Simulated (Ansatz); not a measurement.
Electric field gradients in SiC with one atom moved

The cell is a diffraction structure from the COD, relaxed with PBE at fixed cell and then changed (atom 11 (C) moved by 0.10 Å).

```
Si C
1.0
     1.53890   -2.66750    0.00000
     1.53890    2.66750    0.00000
     0.00000    0.00000   15.12190
Si C
6 6
Direct
  0.16666 0.83334 0.85772
  0.83334 0.16666 0.35772
  0.50011 0.49989 0.52451
  0.49989 0.50011 0.02451
  0.83344 0.16656 0.69122
  0.16656 0.83344 0.19122
  0.50018 0.49982 0.64981
  0.49982 0.50018 0.14981
  0.16662 0.83338 0.98268
  0.83338 0.16662 0.48268
  0.83340 0.16660 0.82280
  0.16660 0.83340 0.31619
```

Sites (sets of like atoms) are named by element and the number of their first atom in this list.

Computed with Ansatz: DFT, PBE, plane waves and PAW, scalar-relativistic, 420 eV cutoff, Γ-centred 10×10×2 k-points, Fermi–Dirac smearing 0.02 eV.

V_zz is the principal component of the electric field gradient with the largest magnitude, η = (V_xx − V_yy)/V_zz and C_Q = eQV_zz/h. Directions are in the Cartesian axes of the cell vectors above, for the atom listed; none is given where the gradient is under 0.02 or η is above 0.95.

Task: Give the quadrupolar parameters of the distinct sites.

Result: 

```
site  first atom          first shell  V_zz (10²¹ V/m²)     η  direction of V_zz (x, y, z)
 Si1           1   4 C at 1.85–1.89 Å              0.86  0.00              0.00 -0.01 1.00
 Si2           2        4 C at 1.89 Å              0.46  0.01               0.00 0.01 1.00
 Si3           3        4 C at 1.89 Å              0.20  0.01               0.00 0.03 1.00
 Si4           4        4 C at 1.89 Å              0.16  0.02              0.00 -0.03 1.00
 Si5           5   4 C at 1.88–1.99 Å              1.41  0.00               0.00 0.00 1.00
 Si6           6   4 C at 1.88–1.89 Å              0.50  0.01               0.00 0.01 1.00
  C7           7  4 Si at 1.88–1.89 Å              0.17  0.08               0.00 0.00 1.00
  C8           8  4 Si at 1.88–1.89 Å              0.16  0.08               0.00 0.00 1.00
  C9           9       4 Si at 1.89 Å            -0.063  0.20               0.00 0.00 1.00
 C10          10       4 Si at 1.89 Å             0.020  0.66                            –
 C11          11  4 Si at 1.85–1.99 Å              0.52  0.03               0.00 0.00 1.00
 C12          12       4 Si at 1.89 Å            -0.019  0.70                            –
```

The atoms aren't relaxed after the move (largest force 2.4 eV/Å).
